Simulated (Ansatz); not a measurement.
# Ga (P1) in Ansatz: convergence with wavefunction cutoff

Aim: find how far wavefunction cutoff must go before the results for Ga settle, at PBE. This setting moves, with any that are tied to it; all else stays.

Everything below comes from runs of Ansatz 0.2.0. Logs are shortened: lines on timing, memory, paths and dates and some standing lists are left out, and cuts for length are marked.

## Step 1: The cell of the first run

The typed cell holds 4 atoms: a = 4.448 Å, b = 4.448 Å, c = 4.524 Å, α = 90.00°, β = 90.00°, γ = 118.89°.

The cell isn't the ideal one: atoms moved at random, drawn with an rms of 0.05 Å.

## Step 2: With wavefunction cutoff 200 eV

Input file input.yaml:

```yaml
crystal:
  lattice:
    - [2.2615, -3.8305, 0.0]
    - [2.2615, 3.8305, 0.0]
    - [0.0, 0.0, 4.524]
  atoms:
    - { symbol: Ga, position: [0.357574, 0.649815, 0.413855] }
    - { symbol: Ga, position: [0.143323, 0.83858, 0.916359] }
    - { symbol: Ga, position: [0.655953, 0.346102, 0.598434] }
    - { symbol: Ga, position: [0.851305, 0.162776, 0.086402] }
hamiltonian:
  xc: pbe
  pseudopotentials: { kind: paw }
kpoints:
  mp_grid: { grid: [5, 5, 4] }
scf:
  occupations: { method: fermi_dirac, width: 0.1 }
output:
  forces: true
  stress: true
  eigenvalues: true
basis:
  ecutwfc: "200 eV"
```

Potentials or basis: Ansatz PAW.

Run with:

```bash
$ ansatz run input.yaml --threads 2 --pin off --max-ram 5632MiB --backend cpu --events-out ev --progress --plain --runs-dir out
```

Wall time 3.2 s (2 threads of Arm Neoverse V1, shared host); peak memory 0.32 GiB.

Results:

```
Free energy            : -15099.2294 eV
Pressure               : 3.2 GPa
Largest force          : 0.633 eV/Å
Band gap on the k mesh : none (metal or under the smearing width)
```

## Step 3: With wavefunction cutoff 250 eV

Edit input.yaml of step 2 so:

```diff
@@ -22,2 +22,2 @@
 basis:
-  ecutwfc: "200 eV"
+  ecutwfc: "250 eV"
```

Potentials or basis: Ansatz PAW.

Run with:

```bash
$ ansatz run input.yaml --threads 2 --pin off --max-ram 5632MiB --backend cpu --events-out ev --progress --plain --runs-dir out
```

Run time: 3.5 s. Hardware: 2 threads of Arm Neoverse V1, shared host; peak memory 0.29 GiB.

Results:

- Free energy: -15127.0031 eV
- Pressure: 3.2 GPa
- Largest force: 0.461 eV/Å
- Band gap on the k mesh: none (metal or under the smearing width)

## Step 4: With wavefunction cutoff 300 eV

Edit input.yaml of step 3 so:

```diff
@@ -22,2 +22,2 @@
 basis:
-  ecutwfc: "250 eV"
+  ecutwfc: "300 eV"
```

Run with:

```bash
$ ansatz run input.yaml --threads 2 --pin off --max-ram 5632MiB --backend cpu --events-out ev --progress --plain --runs-dir out
```

It took 4 s on 2 threads of Arm Neoverse V1, shared host; peak memory 0.31 GiB.

What came out:

```yaml
Free_energy: -15131.6715 eV
Pressure: 2.1 GPa
Largest_force: 0.510 eV/Å
Band_gap_on_the_k_mesh: none (metal or under the smearing width)
```

## Step 5: With wavefunction cutoff 350 eV

Edit input.yaml of step 4 so:

```diff
@@ -22,2 +22,2 @@
 basis:
-  ecutwfc: "300 eV"
+  ecutwfc: "350 eV"
```

Run with:

```bash
$ ansatz run input.yaml --threads 2 --pin off --max-ram 5632MiB --backend cpu --events-out ev --progress --plain --runs-dir out
```

Wall time 4.5 s (2 threads of Arm Neoverse V1, shared host); peak memory 0.33 GiB.

What came out:

* Free energy: -15132.1107 eV
* Pressure: 1.9 GPa
* Largest force: 0.529 eV/Å
* Band gap on the k mesh: none (metal or under the smearing width)

## Step 6: With wavefunction cutoff 400 eV

Edit input.yaml of step 5 so:

```diff
@@ -22,2 +22,2 @@
 basis:
-  ecutwfc: "350 eV"
+  ecutwfc: "400 eV"
```

Potentials or basis: Ansatz PAW.

Run with:

```bash
$ ansatz run input.yaml --threads 2 --pin off --max-ram 5632MiB --backend cpu --events-out ev --progress --plain --runs-dir out
```

It took 7.4 s on 2 threads of Arm Neoverse V1, shared host; peak memory 0.34 GiB.

The run converged. Its results:

```yaml
Free_energy: -15132.1314 eV
Pressure: 1.8 GPa
Largest_force: 0.526 eV/Å
Band_gap_on_the_k_mesh: none (metal or under the smearing width)
```

## Step 7: With wavefunction cutoff 450 eV

Edit input.yaml of step 6 so:

```diff
@@ -22,2 +22,2 @@
 basis:
-  ecutwfc: "400 eV"
+  ecutwfc: "450 eV"
```

Run with:

```bash
$ ansatz run input.yaml --threads 2 --pin off --max-ram 5632MiB --backend cpu --events-out ev --progress --plain --runs-dir out
```

Run time: 6.7 s. Hardware: 2 threads of Arm Neoverse V1, shared host; peak memory 0.36 GiB.

It converged, with:

| Quantity | Value |
| --- | --- |
| Free energy | -15132.1354 eV |
| Pressure | 1.8 GPa |
| Largest force | 0.525 eV/Å |
| Band gap on the k mesh | none (metal or under the smearing width) |

## Step 8: With wavefunction cutoff 500 eV

Edit input.yaml of step 7 so:

```diff
@@ -22,2 +22,2 @@
 basis:
-  ecutwfc: "450 eV"
+  ecutwfc: "500 eV"
```

Run with:

```bash
$ ansatz run input.yaml --threads 2 --pin off --max-ram 5632MiB --backend cpu --events-out ev --progress --plain --runs-dir out
```

It took 9.5 s on 2 threads of Arm Neoverse V1, shared host; peak memory 0.39 GiB.

Results (log left out):

- Free energy: -15132.1381 eV
- Pressure: 1.8 GPa
- Largest force: 0.525 eV/Å
- Band gap on the k mesh: none (metal or under the smearing width)

## Step 9: With wavefunction cutoff 600 eV

Edit input.yaml of step 8 so:

```diff
@@ -22,2 +22,2 @@
 basis:
-  ecutwfc: "500 eV"
+  ecutwfc: "600 eV"
```

Potentials or basis: Ansatz PAW.

Run with:

```bash
$ ansatz run input.yaml --threads 2 --pin off --max-ram 5632MiB --backend cpu --events-out ev --progress --plain --runs-dir out
```

Wall time 11 s (2 threads of Arm Neoverse V1, shared host); peak memory 0.42 GiB.

It converged, with:

```yaml
Free_energy: -15132.1388 eV
Pressure: 1.8 GPa
Largest_force: 0.525 eV/Å
Band_gap_on_the_k_mesh: none (metal or under the smearing width)
```

## Step 10: With wavefunction cutoff 800 eV

Edit input.yaml of step 9 so:

```diff
@@ -22,2 +22,2 @@
 basis:
-  ecutwfc: "600 eV"
+  ecutwfc: "800 eV"
```

Potentials or basis: Ansatz PAW.

Run with:

```bash
$ ansatz run input.yaml --threads 2 --pin off --max-ram 5632MiB --backend cpu --events-out ev --progress --plain --runs-dir out
```

The program printed:

```text
Warning: RAYON_NUM_THREADS=2 ignored (pool sized by the plan → 2); use --threads N
Engine: ansatz 0.2.0, aarch64-unknown-linux-gnu
Pseudopotentials: kind: paw
Pseudopotential: Ga, paw, valence charge 13, recommended cutoff 420 eV (normal), Ga.paw.azcp
Functional definition: PBE
  parameter kappa = 0.804
  parameter beta = 0.06672455060314922
  exchange = pbe_x(kappa = kappa, mu = beta*pi^2/3)
  correlation = pbe_c(beta = beta)
Crystal: 4 atoms, lattice volume = 78.380 Å³
Basis set: ecut = 800 eV, 4015 PW (Γ), exchange–correlation on 90×90×90 points (8 copies of the dense FFT grid, shifted against one another)
Bands: 32, of which v1, the nominal top of the filled ones, is band 26 counted from 1 (25 counted from 0)
Symmetry: 1 space group operations
Space group: P1 (ITA 1), of the structure as read, at distance tolerance 4.3e-5 Å
k-points: 51 of 100 (time reversal used)
Non-local potential: Ga, projectors of the file, l = 0: 2, l = 1: 2, l = 2: 3, l = 3: 1
PAW form: soft (Blöchl's): semilocal exchange-correlation on the pseudo side does not see the compensation charge
PAW one-centre angular grid: Ga, 590 points (default); XC on 64 Gauss nodes
Initial density: superposition of atomic densities (neutral atoms: chi_scale 0, normalization atom), corrected by the library's trained network
Initial wavefunctions: pseudopotential atomic-orbital guess
Functional: x = pbe(κ = 0.804, μ = 0.2195149727645171), c = pbe(β = 0.06672455060314922)
SCF iter   1: F=—  HF=-15132.141293 eV  |F-HF|=—  |Δ(HF+E_count)|=         —  Δρ=1.30e-3  dr2=9.31e-4  ethr=1.77e-3  ⟨swp⟩=6.5  Hψ=7182  notcnv=0
preconditioner: auto → Kerker (q_TF=auto, 2.548 Å⁻¹)  [metal: Δε(μ)=0.102 eV  Ē_g=16.128 eV  σ=0.100 eV  W_gap=0.25  n_scr=20 (ndim 8)  ℏωp=30.2 eV  f_vac=0.003  D(μ)=0.66/eV (n_scr^D=0)]
SCF iter   2: F=—  HF=-15132.138945 eV  |F-HF|=—  |Δ(HF+E_count)|=   2.35e-3  Δρ=6.59e-4  dr2=3.25e-4  ethr=1.79e-6  ⟨swp⟩=2.6  Hψ=4019  notcnv=0
SCF iter   3: F=—  HF=-15132.139112 eV  |F-HF|=—  |Δ(HF+E_count)|=   1.67e-4  Δρ=5.12e-4  dr2=1.28e-4  ethr=6.24e-7  ⟨swp⟩=2.0  Hψ=2957  notcnv=0
SCF iter   4: F=—  HF=-15132.138999 eV  |F-HF|=—  |Δ(HF+E_count)|=   1.13e-4  Δρ=2.00e-4  dr2=3.13e-5  ethr=2.45e-7  ⟨swp⟩=2.0  Hψ=2668  notcnv=0
SCF iter   5: F=—  HF=-15132.139007 eV  |F-HF|=—  |Δ(HF+E_count)|=   7.46e-6  Δρ=7.44e-5  dr2=3.36e-6  ethr=6.02e-8  ⟨swp⟩=2.0  Hψ=2959  notcnv=0
SCF iter   6: F=—  HF=-15132.139007 eV  |F-HF|=—  |Δ(HF+E_count)|=   6.85e-7  Δρ=4.09e-5  dr2=1.02e-6  ethr=6.47e-9  ⟨swp⟩=2.0  Hψ=2941  notcnv=0
SCF iter   7: F=—  HF=-15132.139007 eV  |F-HF|=—  |Δ(HF+E_count)|=   3.51e-7  Δρ=2.12e-5  dr2=2.92e-7  ethr=1.96e-9  ⟨swp⟩=2.0  Hψ=2956  notcnv=0
SCF iter   8: F=-15132.139007 eV  HF=-15132.139007 eV  |F-HF|=1.22e-9  |Δ(HF+E_count)|=   1.32e-7  Δρ=4.87e-6  dr2=1.28e-8  ethr=1.92e-10  ⟨swp⟩=7.6  Hψ=9018  notcnv=0
SCF 1 converged in 8 iterations: F = -15132.139007 eV  dr2 = 1.28e-8
SCF converged after 8 iterations
Free energy (F): -15132.139007 eV
Harris-Foulkes:  -15132.139007 eV  (|F-HF|=1.22e-9)
Internal energy: -15132.116959 eV  (E = F + TS)
E sigma→0 (E₀):  -15132.127983 eV
Entropy (-TS):   -0.022048 eV (-5.512 meV/atom)
Fermi energy:    9.099851 eV
--- Per-component energies (eV) ---
  E_band       = -179.611091
  E_kinetic    = 461.000840
  E_local      = -7584.801894  (includes V_loc(G=0)·N_el)
  E_nonlocal   = 1691.708772
  E_hartree    = 3557.729743
  E_xc         = -277.541647
  E_vxc        = -233.036545  (∫ρ·V_xc dr)
  E_paw        = -7946.320200  (= ΣΔE_a)
  E_vpaw       = -1629.939049  (= ΣTr[D̂ρ^β])
  E_aug_tail   = -0.000004  (compensation charges beyond the density's cutoff)
  E_ewald      = -5033.892568
  E_smearing   = -0.022048  (= −TS)
  E_closure    = -0.000000  (closes the sum)
  Σ components = -15132.139007   (vs F -15132.139007, Δ=0.00e0)
--- Forces (eV/Å), atoms counted from 1 ---
  atom   1  Ga     0.08360918     0.51744447    -0.03586094
  atom   2  Ga     0.19264345    -0.31268733     0.00720970
  atom   3  Ga    -0.16364054    -0.40212889    -0.15444615
  atom   4  Ga    -0.11261221     0.19737280     0.18309824
  max |Σ_I F_I| component: 1.05e-6 eV/Å
--- Stress (GPa, compression-positive) ---
        1.755910       0.178381       0.265973
        0.178381       2.467175      -0.596075
        0.265973      -0.596076       1.315389
  P = ⅓ Tr σ = 1.8462 GPa (18.462 kbar)
--- Band table (eV; the first three rows and the last of 51) ---
  k-point 0: bands = ["-6.0894", "-6.0781", "-6.0695", "-6.0465", "-6.0071", "-5.9698", "-5.9112", "-5.8641", "-5.8603", "-5.8223", "-5.8166", "-5.8109", "-5.8045", "-5.7760", "-5.7415", "-5.7084", "-5.6316", "-5.6295", "-5.6070", "-5.5075", "-1.9635", "4.7767", "5.2830", "7.3728", "7.4392", "8.2160", "9.8749", "9.9316", "10.1411", "14.2805", "14.6976", "15.5303"]
  k-point 1: bands = ["-6.0976", "-6.0729", "-6.0488", "-6.0355", "-6.0057", "-5.9694", "-5.9363", "-5.9054", "-5.8799", "-5.8647", "-5.7985", "-5.7923", "-5.7726", "-5.7695", "-5.7284", "-5.6677", "-5.6320", "-5.6261", "-5.6117", "-5.5319", "-1.5032", "2.1147", "7.7526", "7.8598", "7.9106", "8.5283", "9.7728", "9.9413", "10.8326", "12.7745", "12.9753", "13.3547"]
  k-point 2: bands = ["-6.0924", "-6.0695", "-6.0263", "-6.0147", "-6.0006", "-5.9884", "-5.9696", "-5.9548", "-5.8657", "-5.8488", "-5.8330", "-5.8201", "-5.7627", "-5.7537", "-5.6418", "-5.6371", "-5.6296", "-5.6199", "-5.6115", "-5.6021", "-0.1988", "-0.0506", "8.8083", "8.8979", "8.9834", "9.0358", "9.1601", "9.2081", "11.0538", "11.1604", "12.8404", "12.9570"]
  k-point 50: bands = ["-6.1143", "-6.0868", "-6.0560", "-6.0338", "-6.0022", "-5.9821", "-5.9608", "-5.9236", "-5.9006", "-5.8239", "-5.8190", "-5.7595", "-5.7421", "-5.7262", "-5.7086", "-5.6545", "-5.6496", "-5.6364", "-5.5993", "-5.5562", "-0.3634", "2.8611", "3.7499", "4.7171", "7.7135", "7.9633", "10.2264", "10.3511", "12.4103", "13.4879", "14.2387", "14.8285"]
```

Run time: 16 s. Hardware: 2 threads of Arm Neoverse V1, shared host; peak memory 0.53 GiB.

Results:

```
Free energy            : -15132.1390 eV
Pressure               : 1.8 GPa
Largest force          : 0.525 eV/Å
Band gap on the k mesh : none (metal or under the smearing width)
```

## Step 11: Summary

```
wavefunction cutoff  energy less the tightest run, at zero smearing (meV/atom)  pressure (GPa)  largest force (eV/Å)  SCF cycles  CPU time (s)  peak memory (GiB)
             200 eV                                                    8227.53            3.22                 0.633           9           6.2               0.32
             250 eV                                                    1284.01            3.20                 0.461           9           6.8               0.29
             300 eV                                                     116.88            2.14                 0.510           7           7.7               0.31
             350 eV                                                       7.07            1.89                 0.529           7           8.9               0.33
             400 eV                                                       1.91            1.85                 0.526           8            15               0.34
             450 eV                                                       0.90            1.85                 0.525           7            13               0.36
             500 eV                                                       0.23            1.85                 0.525           8            19               0.39
             600 eV                                                       0.05            1.85                 0.525           7            21               0.42
             800 eV                                                       0.00            1.85                 0.525           8            31               0.53
```

Against the tightest run, the energy stays within 1 meV/atom from 450 eV on; the pressure stays within 0.1 GPa from 350 eV on; the largest force stays within 0.005 eV/Å from 350 eV on. The tightest run that finished is the yardstick and may itself not be fully converged.
